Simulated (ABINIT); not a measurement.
# SiC (Moissanite) (P6_3mc) in ABINIT: further runs

One crystal, SiC (Moissanite), is run at these levels: PBE, LDA, PBEsol; tasks: single point, relaxation of cell and atoms.

Program: ABINIT 10.8.3 (patched build). These are calculated values, not measurements. Logs are shortened: lines on timing, memory, paths and dates and some standing lists are left out, and cuts for length are marked. The log counts tension as positive stress, the text compression.

**1. The crystal as given**

Symmetry: P6_3mc, No. 186, hexagonal system. The conventional cell has a = 3.076 Å, b = 3.076 Å, c = 5.048 Å, α = 90.00°, β = 90.00°, γ = 120.00°. Si (site symmetry 3m) has 4 C at 1.87 to 1.94 Å as nearest neighbours. C (site symmetry 3m) is surrounded by 4 Si at 1.87 to 1.94 Å.

**2. Single point, PBE**

File run.abi:

```
# Pseudopotentials
pp_dirpath "./"
pseudos "Si.upf, C.upf"

# Structure
acell 3*1.0 Angstrom
rprim
     3.0760000000     0.0000000000     0.0000000000
    -1.5380000000     2.6638941420     0.0000000000
     0.0000000000     0.0000000000     5.0480000000
ntypat 2
znucl 14 6
natom 4
typat 1 1 2 2
xred
     0.6666666667     0.3333333333     0.5000000000
     0.3333333333     0.6666666667     0.0000000000
     0.6666666667     0.3333333333     0.8850000000
     0.3333333333     0.6666666667     0.3850000000

# Plane-wave basis
ecut 37.0

# k points
kptopt 1
ngkpt 8 8 4
nshiftk 1
shiftk 0.0 0.0 0.0

# Exchange and correlation
ixc 11

# Bands and occupations
nband 12
occopt 3
tsmear 0.05 eV

# SCF cycle
nstep 100
tolvrs 1.0e-10

# Output
iomode 3
prtwf 0
prtden 0
prteig 0
prtebands 0
enunit 2
```

Potentials or basis: PseudoDojo NC SR PBE v0.4.1 standard.

Started as:

```sh
> abinit run.abi > log 2>&1
```

run.abo:

```text
.Version 10.8.3 of ABINIT
 Symmetries : space group P6_3 m c (#186); Bravais hP (primitive hexag.)
================================================================================
 Values of the parameters that define the memory need of the present run
     intxc =       0    ionmov =       0      iscf =       7    lmnmax =       6
     lnmax =       6     mgfft =      54  mpssoang =       3    mqgrid =    3001
     natom =       4  nloc_mem =       1    nspden =       1   nspinor =       1
    nsppol =       1      nsym =      12    n1xccc =    2501    ntypat =       2
    occopt =       3   xclevel =       2
       mpw =        3024          nfft =       55296          nkpt =          30
================================================================================
================================================================================

--------------------------------------------------------------------------------
------------- Echo of variables that govern the present computation ------------
--------------------------------------------------------------------------------
 -outvars: echo values of preprocessed input variables --------
            acell      1.8897261259E+00  1.8897261259E+00  1.8897261259E+00 Bohr
              amu      2.80855000E+01  1.20110000E+01
             ecut      3.70000000E+01 Hartree
           enunit           2
              ixc          11
         kptrlatt        8    0    0      0    8    0      0    0    4
          kptrlen      3.81573499E+01
            natom           4
            nband          12
            ngfft          32      32      54
             nkpt          30
            nstep         100
             nsym          12
           ntypat           2
           occopt           3
           prtden           0
        prtebands           0
           prteig           0
            prtwf           0
            rprim      3.0760000000E+00  0.0000000000E+00  0.0000000000E+00
                      -1.5380000000E+00  2.6638941420E+00  0.0000000000E+00
                       0.0000000000E+00  0.0000000000E+00  5.0480000000E+00
          spgroup         186
           tolvrs      1.00000000E-10
           tsmear      1.83746611E-03 Hartree
            typat      1  1  2  2
           xangst      1.5380000000E+00  8.8796471400E-01  2.5240000000E+00
                      -6.7522206019E-18  1.7759294280E+00  0.0000000000E+00
                       1.5380000000E+00  8.8796471400E-01  4.4674800000E+00
                      -6.7522206019E-18  1.7759294280E+00  1.9434800000E+00
            xcart      2.9063987816E+00  1.6780101189E+00  4.7696687418E+00
                      -1.2759847679E-17  3.3560202379E+00  0.0000000000E+00
                       2.9063987816E+00  1.6780101189E+00  8.4423136730E+00
                      -1.2759847679E-17  3.3560202379E+00  3.6726449312E+00
             xred      6.6666666667E-01  3.3333333333E-01  5.0000000000E-01
                       3.3333333333E-01  6.6666666667E-01  0.0000000000E+00
                       6.6666666667E-01  3.3333333333E-01  8.8500000000E-01
                       3.3333333333E-01  6.6666666667E-01  3.8500000000E-01
            znucl       14.00000    6.00000

================================================================================

 chkinp: Checking input parameters for consistency.

================================================================================
== DATASET  1 ==================================================================

--- !DatasetInfo
iteration_state: {dtset: 1, }
dimensions: {natom: 4, nkpt: 30, mband: 12, nsppol: 1, nspinor: 1, nspden: 1, mpw: 3024, }
cutoff_energies: {ecut:  37.0, pawecutdg:  -1.0, }
electrons: {nelect:   1.60000000E+01, charge:   0.00000000E+00, occopt:   3.00000000E+00, tsmear:   1.83746611E-03, }
meta: {optdriver: 0, ionmov: 0, optcell: 0, iscf: 7, paral_kgb: 0, }
...

 Exchange-correlation functional for the present dataset will be:
  GGA: Perdew-Burke-Ernzerhof functional - ixc=11
  J.P.Perdew, K.Burke, M.Ernzerhof, PRL 77, 3865 (1996)

 Real(R)+Recip(G) space primitive vectors, cartesian coordinates (Bohr,Bohr^-1):
 R(1)=  5.8127976  0.0000000  0.0000000  G(1)=  0.1720342  0.0993240  0.0000000
 R(2)= -2.9063988  5.0340304  0.0000000  G(2)=  0.0000000  0.1986480  0.0000000
 R(3)=  0.0000000  0.0000000  9.5393375  G(3)=  0.0000000  0.0000000  0.1048291
 Unit cell volume ucvol=  2.7913818E+02 bohr^3
 Angles (23,13,12)=  9.00000000E+01  9.00000000E+01  1.20000000E+02 degrees

 getcut: wavevector=  0.0000  0.0000  0.0000  ngfft=  32  32  54
         ecut(hartree)=     37.000   => boxcut(ratio)=   2.01048

[... 48 lines left out ...]
lattice_volume:   2.7913818E+02
convergence: {deltae:  1.421E-14, res2:  1.133E-12, residm:  1.669E-04, diffor: null, }
etotal    :  -2.05378369E+01
entropy   :   0.00000000E+00
fermie    :   3.08243857E-01
cartesian_stress_tensor: # hartree/bohr^3
- [ -1.72779141E-04,   0.00000000E+00,   0.00000000E+00, ]
- [  0.00000000E+00,  -1.72779141E-04,   0.00000000E+00, ]
- [  0.00000000E+00,   0.00000000E+00,  -3.84315477E-06, ]
pressure_GPa:   3.4266E+00
xred      :
- [  6.6667E-01,   3.3333E-01,   5.0000E-01, Si]
- [  3.3333E-01,   6.6667E-01,   0.0000E+00, Si]
- [  6.6667E-01,   3.3333E-01,   8.8500E-01,  C]
- [  3.3333E-01,   6.6667E-01,   3.8500E-01,  C]
cartesian_forces: # hartree/bohr
- [  6.94840615E-29,   4.01166416E-29,   1.47304469E-02, ]
- [ -2.31613538E-29,  -1.33722139E-29,   1.47304469E-02, ]
- [ -2.31613538E-29,  -1.33722139E-29,  -1.47304469E-02, ]
- [ -2.31613538E-29,  -1.33722139E-29,  -1.47304469E-02, ]
force_length_stats: {min:   1.47304469E-02, max:   1.47304469E-02, mean:   1.47304469E-02, }
...

 Integrated electronic density in atomic spheres:
 ------------------------------------------------
 Atom  Sphere_radius  Integrated_density
    1        2.00000          1.94668612
    2        2.00000          1.94668612
    3        2.00000          4.24949929
    4        2.00000          4.24949929
================================================================================

 ----iterations are completed or convergence reached----

 Mean square residual over all n,k,spin=   15.313E-07; max=  16.691E-05
 reduced coordinates (array xred) for    4 atoms
       0.666666666667      0.333333333333      0.500000000000
       0.333333333333      0.666666666667      0.000000000000
       0.666666666667      0.333333333333      0.885000000000
       0.333333333333      0.666666666667      0.385000000000
 rms dE/dt=  8.1129E-02; max dE/dt=  1.4052E-01; dE/dt below (all hartree)
    1      -0.000000000000      0.000000000000     -0.140518817896
    2       0.000000000000      0.000000000000     -0.140518817896
    3       0.000000000000      0.000000000000      0.140518590928
    4       0.000000000000      0.000000000000      0.140518590928

 cartesian coordinates (angstrom) at end:
    1      1.53800000000000     0.88796471400000     2.52400000000000
    2     -0.00000000000000     1.77592942800000     0.00000000000000
    3      1.53800000000000     0.88796471400000     4.46748000000000
    4     -0.00000000000000     1.77592942800000     1.94348000000000

 cartesian forces (hartree/bohr) at end:
    1      0.00000000000000     0.00000000000000     0.01473044691561
    2     -0.00000000000000    -0.00000000000000     0.01473044691561
    3     -0.00000000000000    -0.00000000000000    -0.01473044691561
    4     -0.00000000000000    -0.00000000000000    -0.01473044691561
 frms,max,avg= 8.5046275E-03 1.4730447E-02   0.000E+00  0.000E+00  1.190E-08 h/b

 cartesian forces (eV/Angstrom) at end:
    1      0.00000000000000     0.00000000000000     0.75747003576445
    2     -0.00000000000000    -0.00000000000000     0.75747003576445
    3     -0.00000000000000    -0.00000000000000    -0.75747003576445
    4     -0.00000000000000    -0.00000000000000    -0.75747003576445
 frms,max,avg= 4.3732553E-01 7.5747004E-01   0.000E+00  0.000E+00  6.117E-07 e/A
 length scales=  1.889726125908  1.889726125908  1.889726125908 bohr
              =  1.000000000000  1.000000000000  1.000000000000 angstroms
 Fermi (or HOMO) energy (hartree) =   0.30824   Average Vxc (hartree)=  -0.41468
 Eigenvalues (hartree) for nkpt=  30  k points:
 kpt#   1, nband= 12, wtk=  0.00391, kpt=  0.0000  0.0000  0.0000 (reduced coord)
  -0.31583   -0.18713   -0.05748    0.20500    0.20500    0.25211    0.25211    0.26223
   0.43206    0.48343    0.50153    0.50153
      occupation numbers for kpt#   1
   2.00000    2.00000    2.00000    2.00000    2.00000    2.00000    2.00000    2.00000
   0.00000    0.00000    0.00000    0.00000
 prteigrs : prtvol=0 or 1, do not print more k-points.

 Fermi (or HOMO) energy (eV) =   8.38774   Average Vxc (eV)= -11.28392
 Eigenvalues (   eV  ) for nkpt=  30  k points:
 kpt#   1, nband= 12, wtk=  0.00391, kpt=  0.0000  0.0000  0.0000 (reduced coord)
  -8.59406   -5.09219   -1.56415    5.57837    5.57837    6.86035    6.86035    7.13552
  11.75688   13.15482   13.64732   13.64732
 prteigrs : prtvol=0 or 1, do not print more k-points.

--- !EnergyTerms
iteration_state     : {dtset: 1, }
comment             : Components of total free energy in Hartree
kinetic             :  1.17940127689636E+01
hartree             :  2.37369132198438E+00
xc                  : -7.56268613176008E+00
Ewald energy        : -2.08945945883786E+01
psp_core            :  1.56558245601268E+00
local_psp           : -8.33228525989251E+00
non_local_psp       :  5.18442567227832E-01
internal            : -2.05378368658426E+01
'-kT*entropy'       : -1.21878468177463E-14
total_energy        : -2.05378368658427E+01
total_energy_eV     : -5.58863011613392E+02
band_energy         :  5.53619497852320E-01
...

 Cartesian components of stress tensor (hartree/bohr^3)
  sigma(1 1)= -1.72779141E-04  sigma(3 2)=  0.00000000E+00
  sigma(2 2)= -1.72779141E-04  sigma(3 1)=  0.00000000E+00
  sigma(3 3)= -3.84315477E-06  sigma(2 1)=  0.00000000E+00

-Cartesian components of stress tensor (GPa)         [Pressure=  3.4266E+00 GPa]
- sigma(1 1)= -5.08333783E+00  sigma(3 2)=  0.00000000E+00
- sigma(2 2)= -5.08333782E+00  sigma(3 1)=  0.00000000E+00
- sigma(3 3)= -1.13069517E-01  sigma(2 1)=  0.00000000E+00

== END DATASET(S) ==============================================================
================================================================================

 -outvars: echo values of variables after computation  --------
            acell      1.8897261259E+00  1.8897261259E+00  1.8897261259E+00 Bohr
           etotal     -2.0537836866E+01
            fcart      6.9484061517E-29  4.0116641622E-29  1.4730446916E-02
                      -2.3161353839E-29 -1.3372213874E-29  1.4730446916E-02
                      -2.3161353839E-29 -1.3372213874E-29 -1.4730446916E-02
                      -2.3161353839E-29 -1.3372213874E-29 -1.4730446916E-02
            rprim      3.0760000000E+00  0.0000000000E+00  0.0000000000E+00
                      -1.5380000000E+00  2.6638941420E+00  0.0000000000E+00
                       0.0000000000E+00  0.0000000000E+00  5.0480000000E+00
           strten     -1.7277914097E-04 -1.7277914080E-04 -3.8431547725E-06
                       0.0000000000E+00  0.0000000000E+00  0.0000000000E+00
           xangst      1.5380000000E+00  8.8796471400E-01  2.5240000000E+00
                      -6.7522206019E-18  1.7759294280E+00  0.0000000000E+00
                       1.5380000000E+00  8.8796471400E-01  4.4674800000E+00
                      -6.7522206019E-18  1.7759294280E+00  1.9434800000E+00
             xred      6.6666666667E-01  3.3333333333E-01  5.0000000000E-01
                       3.3333333333E-01  6.6666666667E-01  0.0000000000E+00
                       6.6666666667E-01  3.3333333333E-01  8.8500000000E-01
                       3.3333333333E-01  6.6666666667E-01  3.8500000000E-01
 Calculation completed.
```

Wall time 29 s (1 thread of Arm Neoverse V1, shared host); peak memory 0.08 GiB.

Results:

- Free energy: -558.8630 eV
- Pressure: 3.4 GPa
- Largest force: 0.757 eV/Å
- Band gap on the k mesh: 2.59 eV, indirect (least direct gap 4.09 eV)
- Valence electrons inside the program's atomic spheres: Si 1.95; C 4.25

Forces in eV/Å, atoms in the order of the input:
```
Si   0.000  0.000  0.757
Si   0.000  0.000  0.757
C    0.000  0.000 -0.757
C    0.000  0.000 -0.757
```

Stress tensor (GPa, compression positive):
```
5.08 0.00 0.00
0.00 5.08 0.00
0.00 0.00 0.11
```

Levels at points of the mesh, in eV from the valence-band top:
| k point | band 5 | band 6 | band 7 | band 8 | band 9 | band 10 | band 11 | band 12 |
| --- | --- | --- | --- | --- | --- | --- | --- | --- |
| (0.00, 0.00, 0.00) | -1.56 | -0.28 | -0.28 | 0.00 | 4.62 | 6.02 | 6.51 | 6.51 |
| (0.50, 0.00, 0.00) | -5.44 | -3.55 | -3.26 | -1.49 | 2.60 | 4.20 | 6.75 | 7.21 |
| (0.00, 0.00, 0.50) | -0.97 | -0.97 | -0.97 | -0.97 | 5.71 | 5.71 | 7.18 | 7.18 |
| (0.50, 0.00, 0.50) | -2.69 | -2.69 | -2.34 | -2.34 | 3.17 | 3.17 | 5.00 | 5.00 |

(Continued in part 2 of 2.)
